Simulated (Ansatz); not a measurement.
**AlAs: relaxation (Ansatz)**

input.yaml:

```yaml
crystal:
  lattice:
    - [0.0, 2.855708, 2.855708]
    - [2.855708, 0.0, 2.855708]
    - [2.855708, 2.855708, 0.0]
  atoms:
    - { symbol: Al, position: [0.0, 0.0, 0.0] }
    - { symbol: As, position: [0.25, 0.25, 0.25] }
  symmetry: { tolerance: 0.0003 }
kpoints:
  mp_grid: { grid: [8, 8, 8], shift: [0, 0, 0] }
magnetization:
  spin_polarized: false
scf:
  occupations: { method: fermi_dirac }
  lower_state_search: "off"
hamiltonian:
  pseudopotentials: { kind: paw }
  xc: r2scan
basis:
  ecutwfc: 500
  fft_grid_basis: typed
relax:
  max_steps: 60
  cell: { p_target: 0.0 }
  f_tol: 0.03
output:
  forces: true
  stress: true
  eigenvalues: true
  bader: true
  populations: true
  elf: true
  write_potential: true
  volumetric_format: npy
  dos:
    e_range: [-12, 8]
    de: 0.05
    projected: { site_lists: { Al: [Al], As: [As] } }
  write_density: true
checkpoint:
  read: saved_state
```

The command:

```bash
ansatz run input.yaml --threads 2 --pin off --max-ram 3584MiB --backend cpu --events-out ev --progress --plain --runs-dir out
```

Origin of the cell: a database entry, scaled a little.

The smearing width isn't typed, so it takes its default of 0.1 eV.

The saved state is a converged single point of the same cell.

Excerpt of the output:

```
SCF iter   1: F=-5406.240073 eV  HF=-5406.239828 eV  Δρ=5.02e-4  dr2=1.58e-4  dr2_τ=1.76e-4
SCF iter   2: F=-5406.240125 eV  HF=-5406.240104 eV  Δρ=2.43e-4  dr2=2.73e-5  dr2_τ=1.18e-6
SCF iter   3: F=-5406.240130 eV  HF=-5406.240129 eV  Δρ=4.33e-5  dr2=8.24e-7  dr2_τ=3.59e-8
SCF iter   4: F=-5406.240130 eV  HF=-5406.240130 eV  Δρ=1.27e-5  dr2=6.74e-8  dr2_τ=1.70e-9
relax step   1: F+E_penalty+E_count = -5406.240130 eV  Δ(F+E_penalty+E_count) = +0.000e0 eV  max|allowed force component| = 1.061e-16 eV/Å  Δτ_max = 0.0000 Å  P = -1.291 GPa  Ω = 46.577 Å³  ( […]
relax step   2: F+E_penalty+E_count = -5406.243501 eV  Δ(F+E_penalty+E_count) = -3.371e-3 eV  max|allowed force component| = 3.084e-17 eV/Å  Δτ_max = 0.0000 Å  P = -0.065 GPa  Ω = 45.801 Å³ […]
relax step   3: F+E_penalty+E_count = -5406.243511 eV  Δ(F+E_penalty+E_count) = -1.033e-5 eV  max|allowed force component| = 9.351e-18 eV/Å  Δτ_max = 0.0000 Å  P = +0.002 GPa  Ω = 45.761 Å³ […]
relax step   4: F+E_penalty+E_count = -5406.243462 eV  Δ(F+E_penalty+E_count) = +4.912e-5 eV  max|allowed force component| = 1.379e-17 eV/Å  Δτ_max = 0.0000 Å  P = +0.002 GPa  Ω = 45.761 Å³  stress off target by 1.52e-3 GPa […]
SCF 4 converged in 4 iterations: F = -5406.243462 eV  dr2 = 4.70e-12
basis re-selected at this cell: Δ(F+E_penalty+E_count) = +4.912e-5 eV, ΔP = -0.000 GPa vs the last step (what re-selecting the basis moved, of the pressure what is left beyond the Pulay corre […]
SCF converged after 4 iterations
Free energy (F): -5406.243462 eV
Harris-Foulkes:  -5406.243462 eV  (|F-HF|=3.18e-11)
Internal energy: -5406.243457 eV  (E = F + TS)
E sigma→0 (E₀):  -5406.243459 eV
Entropy (-TS):   -0.000005 eV (-0.003 meV/atom)
Fermi energy:    7.011517 eV
--- Per-component energies (eV) ---
  E_band       = -278.701805
  E_kinetic    = 126.841670
  E_local      = -2122.746086  (includes V_loc(G=0)·N_el)
  E_nonlocal   = -660.212395
  E_hartree    = 1135.824182
  E_xc         = -111.231025
  E_vxc        = -115.690385  (∫ρ·V_xc dr)
  E_paw        = -2321.247034  (= ΣΔE_a)
  E_vpaw       = 215.910274  (= ΣTr[D̂ρ^β])
  E_aug_tail   = -0.000007  (compensation charges beyond the density's cutoff)
  E_vtau       = 5.546728  (kinetic-family band-sum trace: ∫τ·v_τ [+ j·A + Jᵃ·Aᵃ] dr)
  E_ewald      = -1451.955245
  E_core_change = -1.517516  (= ΣΔE_core)
  E_smearing   = -0.000005  (= −TS)
  Σ components = -5406.243462   (vs F -5406.243462, Δ=0.00e0)
--- Forces (eV/Å), atoms counted from 1 ---
  atom   1  Al     0.000000    -0.000000    -0.000000
  atom   2  As    -0.000000    -0.000000    -0.000000
  max |Σ_I F_I| component: 2.79e-17 eV/Å
--- Stress (GPa, compression-positive) ---
        0.001519      -0.000000      -0.000000
       -0.000000       0.001519       0.000000
       -0.000000       0.000000       0.001519
  P = ⅓ Tr σ = 0.0015 GPa (0.015 kbar)
--- Relaxed structure (3 steps of the walk, 3 accepted, 1 SCFs on fresh bases) ---
  F+E_penalty+E_count = -5406.243462 eV   max|allowed force component| = 1.379e-17 eV/Å   (the final SCF, on the basis selected at the relaxed cell)
  cell:  # Å, volume = 45.7613 Å³
    - [0.0, 2.838940, 2.838940]
    - [2.838940, 0.0, 2.838940]
    - [2.838940, 2.838940, 0.0]
  atoms:
    - { symbol: Al, position: [0.0, 0.0, 0.0] }
    - { symbol: As, position: [0.25, 0.25, 0.25] }
--- Löwdin populations: 2 sites ---
  site symbol       q [e]
     0     Al      2.5407
     1     As     15.4041
  spilling = 0.003064 (of n_electrons = 18.000000)
--- Bader charges: 2 sites ---
  site symbol  charge [e]  shift [e]
     0     Al      2.0811     0.0012
     1     As     -2.0811     0.0012
  estimated error of the sums over rays = 4.8e-4 e
```

The starting structure.

Space group F-43m (No. 216); the run's cell has a = 4.039 Å, b = 4.039 Å, c = 4.039 Å, α = 60.00°, β = 60.00°, γ = 60.00°. Shortest distances: Al–As 2.47 Å.

The relaxed structure.

Space group F-43m (No. 216); the run's cell has a = 4.015 Å, b = 4.015 Å, c = 4.015 Å, α = 60.00°, β = 60.00°, γ = 60.00°. Shortest distances: Al–As 2.46 Å.

```
Free energy lowered by                                                                 : 1.7 meV/atom
Volume change                                                                          : -1.75 %
Final pressure                                                                         : 0.00 GPa
Relaxation steps listed                                                                : 4
Formation energy (elements under the same functional, gases as molecules, uncorrected) : -0.624 eV/atom
```

Caveats: the relaxation held the start's symmetry, so the end may be a saddle point.

The run took 18 s on 2 threads of Intel(R) Xeon(R) Platinum 8488C (Sapphire Rapids) (shared host), peak memory 0.5 GiB, from a saved density.
